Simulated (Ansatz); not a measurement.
**MgO (Pm-3m): energy and pressure against volume**

One table from this session's results is given with a row withheld; the runs are named, their logs left out.

Computed with Ansatz 0.2.0 (DFT PBEsol, scalar-relativistic, plane waves, PAW, unless a step's input says otherwise).

### The starting structure

The structure is cubic, space group Pm-3m (No. 221). The conventional cell has a = 2.633 Å, b = 2.633 Å, c = 2.633 Å, α = 90.00°, β = 90.00°, γ = 90.00°. Mg (site symmetry m-3m) is surrounded by 8 O at 2.28 Å. Around O (site symmetry m-3m) lie 8 Mg at 2.28 Å.

Structure file:

```cif
data_structure
_symmetry_space_group_name_H-M 'P 1'
_symmetry_Int_Tables_number 1
_cell_length_a 2.6332
_cell_length_b 2.6332
_cell_length_c 2.6332
_cell_angle_alpha 90.000
_cell_angle_beta 90.000
_cell_angle_gamma 90.000
_cell_volume 18.26
loop_
_atom_site_label
_atom_site_type_symbol
_atom_site_fract_x
_atom_site_fract_y
_atom_site_fract_z
_atom_site_occupancy
Mg1 Mg 0.00000 0.00000 0.00000 1
O1 O 0.50000 0.50000 0.50000 1
```

An earlier run at PBEsol left this cell at 9.129 Å³/atom and 0.05 GPa (14×14×14 mesh).

The first run:

Input file input.yaml:

```yaml
crystal:
  lattice:
    - [2.5975744881, 0.0, 0.0]
    - [0.0, 2.5975744881, 0.0]
    - [0.0, 0.0, 2.5975744881]
  atoms:
    - { symbol: Mg, position: [0.0, 0.0, 0.0] }
    - { symbol: O, position: [0.5, 0.5, 0.5] }
basis:
  ecutwfc: 420
  ecutrho_ratio: 4
kpoints:
  mp_grid: { grid: [14, 14, 14] }
hamiltonian:
  xc: pbesol
scf:
  occupations: { method: gaussian, width: 0.05 }
output:
  forces: true
  stress: true
  eigenvalues: true
```

Run with:

```bash
$ ansatz run input.yaml --threads 1 --pin off --max-ram 2560MiB --backend cpu --events-out ev --progress --plain --runs-dir out
```

Among the steps run: Volume × 0.96; Volume × 1.04; Volume × 0.92; Volume × 0.88; Volume × 0.84; Volume × 0.8; Volume × 0.76; Volume × 0.72; Volume × 0.68; Volume × 0.64.

One table of the session follows, with a row left open; its other results are not shown here.

| volume (Å³/atom) | energy above the lowest (meV/atom) | pressure (GPa) | gap on the mesh (eV) |
| --- | --- | --- | --- |
| 5.842 | 1151.7 | 164.4 | 6.40 |
| 6.207 | 823.1 | 125.5 | 6.20 |
| 6.573 | ? | ? | ? |
| 6.938 | 384.9 | 71.1 | 5.52 |
| 7.303 | 245.4 | 52.0 | 4.85 |
| 7.668 | 144.8 | 36.8 | 4.26 |
| 8.033 | 75.5 | 24.5 | 3.74 |
| 8.398 | 31.2 | 14.6 | 3.27 |
| 8.763 | 7.3 | 6.6 | 2.85 |
| 9.129 | 0.0 | 0.0 | 2.47 |
| 9.494 | 6.2 | -5.3 | 2.13 |

**Question.** Estimate the row for volume (Å³/atom) = 6.573.

Worked estimate for «energy above the lowest (meV/atom)». A straight line through the neighbours (6.207, 823.1) and (6.938, 384.9) gives 823.1 + (384.9 − 823.1) × (6.573 − 6.207) / (6.938 − 6.207) = 603.7; a parabola fitted to 4 rows on both sides gives 572.1.

As computed: energy above the lowest (meV/atom): 573.2; pressure (GPa): 95.1; gap on the mesh (eV): 6.00. In «energy above the lowest (meV/atom)» the line misses by +30.5 and the parabola by -1.1.

Limits of these values: Other structures may be lower in enthalpy at these pressures.
